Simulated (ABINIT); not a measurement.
# KCl (Sylvite) in ABINIT: the effect of functional

Crystal: KCl (Sylvite).

```xyz
2
Lattice="0.0000 3.1465 3.1465 3.1465 0.0000 3.1465 3.1465 3.1465 0.0000" Properties=species:S:1:pos:R:3 pbc="T T T"
K     0.0000    0.0000    0.0000
Cl    3.1465    3.1465    3.1465
```

Alike in all runs:

```yaml
Program: ABINIT 10.8.3 (patched build)
Task: single point
Potentials_or_basis: SPMS NC PBE v1.0
Cutoff: 490 eV
k_mesh: 6 × 6 × 6
Occupations: fixed
Spin: no spin polarisation
```

| functional | gap on the mesh (eV) | pressure (GPa) |
| --- | --- | --- |
| PBE0 | 7.23 | 0.3 |
| PBEsol | 5.02 | -0.5 |
| PBE | 5.19 | 0.6 |
| HSE06 | ? | ? |

Question: What does the run with functional HSE06 give?

Answer: gap on the mesh 6.46 eV; pressure 0.3 GPa.

Caveats: the potentials were made for another functional, which shifts forces and pressure (some runs); Libxc's HSE differs a little from that of other programs (some runs).

